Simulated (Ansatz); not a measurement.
## HgSe (F-43m): elastic constants by finite strains

Computed with PBEsol, PAW on Ansatz 0.2.0's default frozen-core files (fitted under PBE), scalar-relativistic; not a measurement.

Cell and atoms were relaxed beforehand by PAW with this functional.

Command:

```sh
ansatz run input.yaml --threads 1 --pin off --max-ram 2048MiB --backend cpu --events-out ev --progress --plain --runs-dir out
```

input.yaml:

```yaml
crystal:
  lattice:
    - [0.0, 3.06708573464, 3.06708573464]
    - [3.06708573464, 0.0, 3.06708573464]
    - [3.06708573464, 3.06708573464, 0.0]
  atoms:
    - { symbol: Hg, position: [0.0, 0.0, 0.0] }
    - { symbol: Se, position: [0.75, 0.75, 0.75] }
kpoints:
  mp_grid: { grid: [14, 14, 14] }
scf:
  occupations: { method: fermi_dirac, width: 0.1 }
hamiltonian:
  xc: pbesol
  pseudopotentials: { kind: paw }
elastic:
  mode: relaxed_ion
  stencil: two_point
  amplitude: 0.008
```

Output (shortened where marked):

```
Warning: RAYON_NUM_THREADS=1 ignored (pool sized by the plan → 1); use --threads N
Engine: ansatz 0.2.0, x86_64-unknown-linux-gnu
Pseudopotentials: kind: paw
Pseudopotential: Hg, paw, valence charge 20, recommended cutoff 420 eV (normal), Hg.paw.azcp
Pseudopotential: Se, paw, valence charge 16, recommended cutoff 420 eV (normal), Se.paw.azcp
Functional definition: PBEsol
  exchange = pbesol_x
  correlation = pbesol_c
Crystal: 2 atoms, lattice volume = 57.704 Å³
Basis set: ecut = 420 eV, 1139 PW (Γ), exchange–correlation on 60×60×60 points (8 copies of the dense FFT grid, shifted against one another)
Bands: 22, of which v1, the nominal top of the filled ones, is band 18 counted from 1 (17 counted from 0)
Symmetry: 24 space group operations
Space group: F-43m (ITA 216), of the structure as read, at distance tolerance 3.9e-5 Å
k-points: 104 of 2744 (time reversal used)
Non-local potential: Hg, projectors of the file, l = 0: 3, l = 1: 2, l = 2: 2, l = 3: 1
Non-local potential: Se, projectors of the file, l = 0: 2, l = 1: 2, l = 2: 3, l = 3: 1
PAW form: soft (Blöchl's): semilocal exchange-correlation on the pseudo side does not see the compensation charge
PAW frozen core: Hg, regenerated for the run's functional, and the local potential with it (the file was generated under x = pbe(κ = 0.804, μ = 0.2195149727645171), c = pbe(β = 0.06672455060314922))
PAW frozen core: Se, regenerated for the run's functional, and the local potential with it (the file was generated under x = pbe(κ = 0.804, μ = 0.2195149727645171), c = pbe(β = 0.06672455060314922))
PAW one-centre angular grid: Hg, 590 points (default); XC on 64 Gauss nodes
PAW one-centre angular grid: Se, 590 points (default); XC on 64 Gauss nodes
Initial density: superposition of atomic densities (neutral atoms: chi_scale 0, normalization atom), corrected by the library's trained network
Initial wavefunctions: pseudopotential atomic-orbital guess
Functional: x = pbesol(κ = 0.804, μ = 0.12345679012345678), c = pbesol(β = 0.046)
SCF iter   1: F=—  HF=-19092.633313 eV  |F-HF|=—  |Δ(HF+E_count)|=         —  Δρ=3.44e-3  dr2=1.09e-2  ethr=1.77e-3  ⟨swp⟩=5.6  Hψ=9806  notcnv=0
preconditioner: auto → none  [insulator: Δε(μ)=0.248 eV  Ē_g=11.092 eV  σ=0.100 eV  W_gap=0.51  n_scr=14 (ndim 8)  ℏωp=20.7 eV  f_vac=0.202  D(μ)=0.05/eV (n_scr^D=0)  ε∞_Penn≈4.5]
SCF iter   2: F=—  HF=-19092.631006 eV  |F-HF|=—  |Δ(HF+E_count)|=   2.31e-3  Δρ=1.05e-3  dr2=4.33e-4  ethr=3.04e-5  ⟨swp⟩=2.0  Hψ=4397  notcnv=0
SCF iter   3: F=—  HF=-19092.631070 eV  |F-HF|=—  |Δ(HF+E_count)|=   6.48e-5  Δρ=5.29e-4  dr2=1.16e-4  ethr=1.20e-6  ⟨swp⟩=2.0  Hψ=3745  notcnv=0
SCF iter   4: F=—  HF=-19092.631131 eV  |F-HF|=—  |Δ(HF+E_count)|=   6.09e-5  Δρ=2.10e-4  dr2=2.47e-5  ethr=3.21e-7  ⟨swp⟩=2.0  Hψ=3135  notcnv=0
SCF iter   5: F=—  HF=-19092.631134 eV  |F-HF|=—  |Δ(HF+E_count)|=   2.93e-6  Δρ=3.12e-5  dr2=4.04e-7  ethr=6.86e-8  ⟨swp⟩=2.0  Hψ=3122  notcnv=0
SCF iter   6: F=—  HF=-19092.631137 eV  |F-HF|=—  |Δ(HF+E_count)|=   2.38e-6  Δρ=8.85e-6  dr2=2.35e-8  ethr=1.12e-9  ⟨swp⟩=2.0  Hψ=3216  notcnv=0
[... 108 lines left out ...]
SCF iter   8: F=—  HF=-19092.630881 eV  |F-HF|=—  |Δ(HF+E_count)|=  1.09e-11  Δρ=3.06e-8  dr2=2.72e-13  ethr=1.29e-14 (applied; sched 1.00e-12)  ⟨swp⟩=2.0  Hψ=14024  notcnv=0
SCF iter   9: F=-19092.630881 eV  HF=-19092.630881 eV  |F-HF|=0.00e0  |Δ(HF+E_count)|=  1.09e-11  Δρ=5.01e-9  dr2=8.77e-15  ethr=1.00e-12  ⟨swp⟩=4.0  Hψ=30211  notcnv=0
SCF 9 converged in 9 iterations: F = -19092.630881 eV  dr2 = 8.77e-15
relax step   2: F+E_penalty+E_count = -19092.63088134 eV  Δ(F+E_penalty+E_count) = -2.252e-4 eV  max|allowed force component| = 9.829e-6 eV/Å  Δτ_max = 0.0059 Å  (9 SCF iters, accepted)
iter 1 solved again at ethr=1.00e-12 eV; its pass at ethr=3.10e-3 eV (dr2=4.10e-13 eV) is discarded
SCF iter   1: F=—  HF=-19092.630881 eV  |F-HF|=—  |Δ(HF+E_count)|=         —  Δρ=5.34e-8  dr2=4.57e-13  ethr=1.00e-12  ⟨swp⟩=2.5  Hψ=45942  notcnv=0
SCF iter   2: F=—  HF=-19092.630881 eV  |F-HF|=—  |Δ(HF+E_count)|=   4.93e-7  Δρ=3.00e-8  dr2=2.95e-13  ethr=1.27e-15 (applied; sched 1.00e-12)  ⟨swp⟩=3.0  Hψ=20602  notcnv=0
SCF iter   3: F=-19092.630881 eV  HF=-19092.630881 eV  |F-HF|=1.09e-11  |Δ(HF+E_count)|=  1.09e-11  Δρ=1.82e-8  dr2=6.24e-14  ethr=1.00e-12  ⟨swp⟩=3.0  Hψ=30270  notcnv=0
SCF 10 converged in 3 iterations: F = -19092.630881 eV  dr2 = 6.24e-14
SCF converged after 10 iterations
Free energy (F): -19092.631137 eV
Harris-Foulkes:  -19092.631137 eV  (|F-HF|=7.28e-12)
Internal energy: -19092.628958 eV  (E = F + TS)
E sigma→0 (E₀):  -19092.630047 eV
Entropy (-TS):   -0.002179 eV (-1.089 meV/atom)
Fermi energy:    8.494178 eV
--- Per-component energies (eV) ---
  E_band       = -888.094589
  E_kinetic    = 721.144636
  E_local      = -5844.591839  (includes V_loc(G=0)·N_el)
  E_nonlocal   = -515.505899
  E_hartree    = 2667.461737
  E_xc         = -321.342504
  E_vxc        = -358.569543  (∫ρ·V_xc dr)
  E_paw        = -11668.558515  (= ΣΔE_a)
  E_vpaw       = -225.495720  (= ΣTr[D̂ρ^β])
  E_aug_tail   = 0.000300  (compensation charges beyond the density's cutoff)
  E_ewald      = -4132.573976
  E_core_change = 1.337102  (= ΣΔE_core)
  E_smearing   = -0.002179  (= −TS)
  E_closure    = 0.000000  (closes the sum)
  Σ components = -19092.631137   (vs F -19092.631137, Δ=0.00e0)
--- Forces (eV/Å), atoms counted from 1 ---
  atom   1  Hg    -0.00000000    -0.00000000    -0.00000000
  atom   2  Se     0.00000000    -0.00000000     0.00000000
  max |Σ_I F_I| component: 3.70e-17 eV/Å
--- Stress (GPa, compression-positive) ---
       -0.027406      -0.000000      -0.000000
        0.000000      -0.027406       0.000000
       -0.000000       0.000000      -0.027406
  P = ⅓ Tr σ = -0.0274 GPa (-0.274 kbar)
--- Elastic constants: 2 strain directions × 2 members + reference (group order 24) ---
  dense FFT box of the reference and of every strained cell: 30×30×30
  strains applied: 11, 23; error gains: componentwise 1.00 (the most a stress slope's error grows in a printed constant), spectral 1.73 (1 for all six strains in a standard setting)
  C = ∂σ_k/∂η_j (tension-positive GPa; Voigt order 11 22 33 23 13 12):
        61.439     46.385     46.385      0.000      0.000     -0.000
        46.385     61.439     46.385      0.000      0.000     -0.000
        46.385     46.385     61.439      0.000      0.000      0.000
         0.000      0.000      0.000     22.303      0.000     -0.000
        -0.000     -0.000      0.000     -0.000     22.303      0.000
        -0.000      0.000      0.000      0.000      0.000     22.303
  reference stress σ⁰ (GPa):      0.027      0.027      0.027     -0.000      0.000     -0.000
  C* (energy form; C + prestress term) asymmetry max|C*_kj − C*_jk| = 7.105e-15 GPa — a small one proves nothing (zero by symmetry where the batch's group is 432, −43m or m−3m); a large one is finite-difference/SCF noise where ...
  moduli (Voigt/Reuss/Hill, GPa): K = 51.40/51.40/51.40   G = 16.39/12.49/14.44   E = 39.62   ν = 0.372
  mechanically stable: yes (min eigenvalue of sym C = 15.05 GPa)
  strain η (Voigt 11):  stress-route row diagonal C_11 = 61.44 GPa, energy-path curvature d²(F+E_count+ΔE)/dδ²/Ω₀ = 61.30 GPa
         δ    σ_11 (GPa)             F (eV)   n_scf  n_hpsi   n_pw
    -8.000e-3      -0.4694      -19092.6305038       8   98225   1132   relax 0 steps, max|allowed force component| 5.55e-17 eV/Å
     8.000e-3       0.5136      -19092.6303553       9  103412   1158   relax 0 steps, max|allowed force component| 4.16e-17 eV/Å
  strain η (Voigt 23):  stress-route row diagonal C_44 = 22.30 GPa, energy-path curvature d²(F+E_count+ΔE)/dδ²/Ω₀ = 22.16 GPa
         δ    σ_23 (GPa)             F (eV)   n_scf  n_hpsi   n_pw
    -8.000e-3      -0.1784      -19092.6308813       3  100420   1146   relax 3 steps, max|allowed force component| 3.77e-6 eV/Å
     8.000e-3       0.1784      -19092.6308813       3  100704   1146   relax 2 steps, max|allowed force component| 9.83e-6 eV/Å
```

The run converged.

Elastic moduli:

Elastic constants of a crystal by Kohn-Sham DFT: slopes of the stress over finite engineering strains of the given cell, Voigt indices, Cartesian axes as in the input; Hill averages of a grain aggregate, Debye temperature from the mean sound speed over directions.

```
Bulk modulus                     : 51.4 GPa
Shear modulus                    : 14.44 GPa
Young modulus                    : 39.62 GPa
Poisson ratio                    : 0.3715
Bulk over shear modulus          : 3.559
Elastic anisotropy index         : 1.561
Least young modulus              : 21.53 GPa
Largest young modulus            : 58.46 GPa
Longitudinal sound speed         : 2964 m/s
Transverse sound speed           : 1340 m/s
Elastic debye temperature        : 144.4 K
Linear compressibility (x, y, z) : 6.485, 6.485, 6.485 1/TPa
Zener ratio                      : 2.963
Cauchy pressure                  : 24.08 GPa
```

**Strained cells**

Stress of each strained cell less that at rest, tension positive.

```csv
strain component,strain,stress xx (GPa),stress yy (GPa),stress zz (GPa),stress yz (GPa),stress xz (GPa),stress xy (GPa),relaxation steps
xx,-0.008,-0.4968,-0.3811,-0.3811,0,0,0,0
xx,0.008,0.4862,0.3611,0.3611,0,0,0,0
yz,-0.008,0.0005,0.0014,0.0014,-0.1784,0,0,3
yz,0.008,0.0005,0.0014,0.0014,0.1784,0,0,2
```

**Elastic constants**

```
Pressure at rest         : -0.027 GPa
Least elastic eigenvalue : 15.05 GPa
Elastically stable       : yes
```

| index | elastic (GPa) |
| --- | --- |
| 11 | 61.44 |
| 12 | 46.39 |
| 44 | 22.3 |

Caveats: frozen-core PAW files fitted under PBE, their cores solved anew for the functional of the run; the gap is closed or tiny at this level, so small that the run used smearing; responses move with mesh and smearing; no spin-orbit coupling on heavy atoms; the softest shear constant rests on one k mesh, and a soft shear can herald a distortion on cooling.

Cost: 2.6 min on 1 thread of Intel(R) Xeon(R) 6975P-C (Granite Rapids), on a shared host, peak memory 0.83 GiB.
